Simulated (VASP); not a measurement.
# BeS (F-43m) in VASP: a series of runs

The runs below take BeS through single point, relaxation of cell and atoms, with PBEsol.

All numbers are computed with VASP 6.6.1; they aren't measurements. Logs are shortened: lines on timing, memory, paths and dates and some standing lists are left out, and cuts for length are marked.

### 1 Starting point

Symmetry: F-43m, No. 216, cubic system. Conventional cell: a = 4.850 Å, b = 4.850 Å, c = 4.850 Å, α = 90.00°, β = 90.00°, γ = 90.00°. Be (site symmetry -43m) is surrounded by 4 S at 2.10 Å. S (site symmetry -43m) is surrounded by 4 Be at 2.10 Å.

### 2 Single point, PBEsol (cell and atoms relaxed tightly for response)

The input, INCAR:

```
ALGO = Normal ; EDIFF = 1E-7
ENCUT = 520 ; GGA = PS
ISIF = 2 ; ISMEAR = 0
LASPH = T ; LCHARG = F
LREAL = F ; LWAVE = F
NBANDS = 11 ; NELM = 60
PREC = Accurate ; SIGMA = 0.01
```

The input, KPOINTS:

```
k-points
0
Gamma
  8 8 8
```

The input, POSCAR:

```
BeS
1.0
    0.0000000000      2.4189956147      2.4189956147
    2.4189956147      0.0000000000      2.4189956147
    2.4189956147      2.4189956147      0.0000000000
Be S
1 1
Direct
    0.0000000000      0.0000000000      0.0000000000
    0.2500000000      0.2500000000      0.2500000000
```

Potentials or basis: VASP PAW PBE potentials, release 64 (Be, S).

Run with:

```console
$ cat potpaw_PBE.64/Be/POTCAR potpaw_PBE.64/S/POTCAR > POTCAR
$ mpirun -np 1 vasp_std > vasp.out
```

OUTCAR:

```text
EDIFF = 1E-7
   ENCUT = 520
   GGA = PS
   ISIF = 2
   ISMEAR = 0
   LASPH = T
   LREAL = F
   NELM = 60
   PREC = Accurate

 ion  position               nearest neighbor table
   1  0.000  0.000  0.000-   2 2.09   2 2.09   2 2.09   2 2.09
   2  0.250  0.250  0.250-   1 2.09   1 2.09   1 2.09   1 2.09

  LATTYP: Found a face centered cubic cell.
 ALAT       =     4.8379912294

  Lattice vectors:

 A1 = (   0.0000000000,   2.4189956147,   2.4189956147)
 A2 = (   2.4189956147,   0.0000000000,   2.4189956147)
 A3 = (   2.4189956147,   2.4189956147,   0.0000000000)

Analysis of symmetry for initial positions (statically):
=====================================================================
 Subroutine PRICEL returns:
 Original cell was already a primitive cell.

 Routine SETGRP: Setting up the symmetry group for a
 face centered cubic supercell.

 Subroutine GETGRP returns: Found 24 space group operations
 (whereof 24 operations were pure point group operations)
 out of a pool of 48 trial point group operations.

The static configuration has the point symmetry T_d .

Analysis of symmetry for dynamics (positions and initial velocities):
=====================================================================
 Subroutine PRICEL returns:
 Original cell was already a primitive cell.

 Routine SETGRP: Setting up the symmetry group for a
 face centered cubic supercell.

 Subroutine GETGRP returns: Found 24 space group operations
 (whereof 24 operations were pure point group operations)
 out of a pool of 48 trial point group operations.

The dynamic configuration has the point symmetry T_d .

 Subroutine INISYM returns: Found 24 space group operations
 (whereof 24 operations are pure point group operations),
 and found     1 'primitive' translations

----------------------------------------------------------------------------------------

                                     Primitive cell

  volume of cell :      28.3097

  direct lattice vectors                    reciprocal lattice vectors
     0.000000000  2.418995615  2.418995615    -0.206697357  0.206697357  0.206697357
     2.418995615  0.000000000  2.418995615     0.206697357 -0.206697357  0.206697357
     2.418995615  2.418995615  0.000000000     0.206697357  0.206697357 -0.206697357

  length of vectors
     3.420976406  3.420976406  3.420976406     0.358010324  0.358010324  0.358010324

  position of ions in fractional coordinates (direct lattice)
     0.000000000  0.000000000  0.000000000
     0.250000000  0.250000000  0.250000000

  ion indices of the primitive-cell ions
   primitive index   ion index
                 1           1
                 2           2

----------------------------------------------------------------------------------------

 KPOINTS: k-points

Automatic generation of k-mesh.
 Grid dimensions read from file:
 generate k-points for:    8    8    8

 Generating k-lattice:

  Cartesian coordinates                     Fractional coordinates (reciprocal lattice)
    -0.025837170  0.025837170  0.025837170     0.125000000  0.000000000  0.000000000
     0.025837170 -0.025837170  0.025837170     0.000000000  0.125000000  0.000000000
     0.025837170  0.025837170 -0.025837170     0.000000000  0.000000000  0.125000000

  Length of vectors
     0.044751291  0.044751291  0.044751291

  Shift w.r.t. Gamma in fractional coordinates (k-lattice)
     0.000000000  0.000000000  0.000000000

 Subroutine IBZKPT returns following result:
 ===========================================

 Found     29 irreducible k-points:

 Following reciprocal coordinates:
            Coordinates               Weight
  0.000000  0.000000  0.000000      1.000000
  0.125000  0.000000  0.000000      8.000000
  0.250000  0.000000  0.000000      8.000000
  0.375000  0.000000  0.000000      8.000000
  0.500000  0.000000  0.000000      4.000000
  0.125000  0.125000  0.000000      6.000000
[... 16 lines left out ...]
  0.500000  0.250000  0.125000     48.000000
 -0.375000  0.250000  0.125000     24.000000
 [... further k-points ...]
   k-points           NKPTS =     29   k-points in BZ     NKDIM =     29   number of bands    NBANDS=     11
   number of dos      NEDOS =    301   number of ions     NIONS =      2
   total plane-waves  NPLWV =  21952
   dimension x,y,z NGX =    28 NGY =   28 NGZ =   28
   dimension x,y,z NGXF=    56 NGYF=   56 NGZF=   56
   ions per type =               1   1
   NGX,Y,Z   is equivalent  to a cutoff of  13.61, 13.61, 13.61 a.u.
   NGXF,Y,Z  is equivalent  to a cutoff of  27.21, 27.21, 27.21 a.u.
 SYSTEM =  unknown system
   PREC   = accura    normal or accurate (medium, high low for compatibility)
   ISTART =      0    job   : 0-new  1-cont  2-samecut
   ICHARG =      2    charge: 1-file 2-atom 10-const
   ISPIN  =      1    spin polarized calculation?
   LNONCOLLINEAR =      F non collinear calculations
   LSORBIT =      F    spin-orbit coupling
   LASPH  =      T    aspherical Exc in radial PAW
   ENCUT  =  520.0 eV  38.22 Ry    6.18 a.u.   6.36  6.36  6.36*2*pi/ulx,y,z
   NELM   =     60;   NELMIN=  2; NELMDL= -5     # of ELM steps
   EDIFF  = 0.1E-06   stopping-criterion for ELM
   LREAL  =      F    real-space projection
   EDIFFG = 0.1E-05   stopping-criterion for IOM
   NSW    =      0    number of steps for IOM
   IBRION =     -1    ionic relax: 0-MD 1-quasi-New 2-CG
   NFREE  =      0    steps in history (QN), initial steepest desc. (CG)
   ISIF   =      2    stress and relaxation
   ISYM   =      2    0-nonsym 1-usesym 2-fastsym
   POTIM  = 0.5000    time-step for ionic-motion
   TEBEG  =    0.0;   TEEND  =   0.0 temperature during run
   PSTRESS=    0.0 pullay stress
   NELECT =       8.0000    total number of electrons
   NUPDOWN=      -1.0000    fix difference up-down
   EMIN   =  10.00;   EMAX   =-10.00  energy-range for DOS
   EFERMI =   0.00;   METHOD = LEGACY
   ISMEAR =     0;   SIGMA  =   0.01  broadening in eV -4-tet -1-fermi 0-gaus
   EFERMI_NEDOS =   21; number of points for ismear=-14 and -15
   IALGO  =     38    algorithm
   IMIX   =      4    mixing-type and parameters
     AMIX     =   0.40;   BMIX     =  1.00
     AMIX_MAG =   1.60;   BMIX_MAG =  1.00
  volume/ion in A,a.u.               =      14.15        95.52
  Fermi-wavevector in a.u.,A,eV,Ry     =   1.074302  2.030137 15.702823  1.154125
  Thomas-Fermi vector in A             =   2.210126
   LORBIT       =      0    0 simple, 1 ext, 2 COOP (PROOUT), +10 PAW based schemes
   GGA     = PS    functional components
   LHFCALC =     F    Hartree Fock is set to
   AEXX    =    0.0000 exact exchange contribution
   IVDW    =     0    specifies the selected vdW correction
   LEPSILON=     F    determine dielectric tensor
   LRPA    =     F    only Hartree local field effects (RPA)
 non-spin polarized calculation
 Gauss-broadening in eV      SIGMA  =   0.01
  energy-cutoff  :      520.00
  volume of cell :       28.31
 maximum number of plane-waves:       778
 NGX is ok and might be reduce to    28
   NGX = 13   NGY = 13   NGZ = 13

 number of electron       8.0000000 magnetization

 Free energy of the ion-electron system (eV)
  ---------------------------------------------------
  ext. energy  EPLUGINS =         0.00000000
  ---------------------------------------------------
  free energy    TOTEN  =       -10.56411285 eV

  energy without entropy =      -10.56411285  energy(sigma->0) =      -10.56411285

 E-fermi :   4.3546     XC(G=0):  -9.9315

 val. band max:        4.2218556844   @ k =   0.0000   0.0000   0.0000
 cond. band min:       7.1329479277   @ k =   0.5000   0.5000   0.0000
 fundamental gap:      2.9110922433
 Fermi energy:         4.3546467810

 k-point     1 :       0.0000    0.0000    0.0000
  band No.  band energies     occupation
      1      -9.5465      2.00000
      2       4.2219      2.00000
      3       4.2219      2.00000
      4       4.2219      2.00000
      5       9.8283      0.00000
      6       9.8283      0.00000
      7       9.8283      0.00000
      8       9.9904      0.00000
      9      17.0314      0.00000
     10      17.0314      0.00000
     11      18.9550      0.00000

 k-point     2 :       0.1250    0.0000    0.0000
  band No.  band energies     occupation
      1      -9.3655      2.00000
      2       2.9889      2.00000
      3       4.0174      2.00000
      4       4.0174      2.00000
      5       9.7379      0.00000
      6      10.1907      0.00000
      7      10.1907      0.00000
      8      11.3229      0.00000
      9      16.2994      0.00000
     10      16.2994      0.00000
     11      18.7519      0.00000

 k-point     3 :       0.2500    0.0000    0.0000
  band No.  band energies     occupation
      1      -8.8657      2.00000
      2       0.8440      2.00000
      3       3.6117      2.00000
      4       3.6117      2.00000
      5       9.6943      0.00000
      6      10.7354      0.00000
      7      10.7354      0.00000
      8      13.4270      0.00000
      9      16.0480      0.00000
     10      16.0480      0.00000
     11      18.2922      0.00000

 k-point     4 :       0.3750    0.0000    0.0000
  band No.  band energies     occupation
      1      -8.2268      2.00000
      2      -0.9510      2.00000
      3       3.2863      2.00000
      4       3.2863      2.00000
      5       9.6480      0.00000
      6      10.7853      0.00000
      7      10.7853      0.00000
      8      14.8585      0.00000
      9      17.4337      0.00000
     10      17.4337      0.00000
     11      18.5295      0.00000

 k-point     5 :       0.5000    0.0000    0.0000
  band No.  band energies     occupation
      1      -7.8909      2.00000
      2      -1.6907      2.00000
      3       3.1679      2.00000
      4       3.1679      2.00000
      5       9.6267      0.00000
      6      10.7020      0.00000
      7      10.7020      0.00000
      8      15.2333      0.00000
      9      19.1833      0.00000
     10      19.1833      0.00000
     11      19.3131      0.00000
[... 211 lines left out ...]
 k-point    21 :       0.5000    0.5000    0.0000
  band No.  band energies     occupation
      1      -7.3345      2.00000
      2      -0.8868      2.00000
      3       1.5227      2.00000
      4       1.5227      2.00000
      5       7.1329      0.00000
      6       9.0267      0.00000
      7      17.0310      0.00000
      8      17.0310      0.00000
      9      19.7235      0.00000
     10      20.6685      0.00000
     11      21.1162      0.00000

 k-point    22 :       0.3750    0.2500    0.1250
  band No.  band energies     occupation
      1      -8.4567      2.00000
      2       0.6137      2.00000
      3       2.0230      2.00000
      4       3.0759      2.00000
      5       9.6478      0.00000
      6      11.4527      0.00000
      7      11.6398      0.00000
      8      12.7548      0.00000
      9      15.7824      0.00000
     10      18.6173      0.00000
     11      20.1361      0.00000

 k-point    23 :       0.5000    0.2500    0.1250
  band No.  band energies     occupation
      1      -7.8933      2.00000
      2      -0.5751      2.00000
      3       1.4813      2.00000
      4       2.5904      2.00000
      5      10.1082      0.00000
      6      10.9586      0.00000
      7      12.6508      0.00000
      8      13.4635      0.00000
      9      16.8067      0.00000
     10      18.5969      0.00000
     11      20.7131      0.00000

 k-point    24 :      -0.3750    0.2500    0.1250
  band No.  band energies     occupation
      1      -7.6080      2.00000
      2      -1.1460      2.00000
      3       1.3879      2.00000
      4       2.3374      2.00000
      5      10.1872      0.00000
      6      10.7419      0.00000
      7      13.3414      0.00000
      8      14.6769      0.00000
      9      15.6073      0.00000
     10      19.5683      0.00000
     11      20.1397      0.00000

 [... further k-points ...]

------------------------ aborting loop because EDIFF is reached ----------------------------------------

  FORCE on cell =-STRESS in cart. coord.  units (eV):
  Direction    XX          YY          ZZ          XY          YZ          ZX
  --------------------------------------------------------------------------------------
  -------------------------------------------------------------------------------------
  Total        0.0276074      0.0276074      0.0276074     -0.0000000      0.0000000      0.0000000
  in kB        1.5624288      1.5624288      1.5624288     -0.0000000      0.0000000      0.0000000
  external PRESSURE =       1.5624288 kB  Pullay stress =       0.0000000 kB

 VOLUME and BASIS-vectors are now :
 -----------------------------------------------------------------------------
  energy-cutoff  :      520.00
  volume of cell :       28.31
      direct lattice vectors                 reciprocal lattice vectors
     0.000000000  2.418995615  2.418995615    -0.206697357  0.206697357  0.206697357
     2.418995615  0.000000000  2.418995615     0.206697357 -0.206697357  0.206697357
     2.418995615  2.418995615  0.000000000     0.206697357  0.206697357 -0.206697357

 POSITION                                       TOTAL-FORCE (eV/Angst)
 -----------------------------------------------------------------------------------
      0.00000      0.00000      0.00000        -0.000000     -0.000000      0.000000
      1.20950      1.20950      1.20950         0.000000      0.000000     -0.000000
 -----------------------------------------------------------------------------------
    total drift:                                0.000000      0.000000      0.000000

  FREE ENERGIE OF THE ION-ELECTRON SYSTEM (eV)
  ---------------------------------------------------
  free  energy   TOTEN  =       -10.5641128547 eV

  energy  without entropy=      -10.5641128547  energy(sigma->0) =      -10.56411285
```

It took 8.5 s on 1 thread of Intel Xeon Platinum 8488C (Sapphire Rapids), shared host; peak memory 0.14 GiB.

Results:

* Free energy: -10.5641 eV
* Pressure: 0.2 GPa
* Band gap on the k mesh: 2.91 eV, indirect (least direct gap 5.61 eV)

Caveat: the PAW data sets were made with another functional, which shifts forces and pressure a little. A k mesh can miss the band edges.

[end of part 1 of 2]
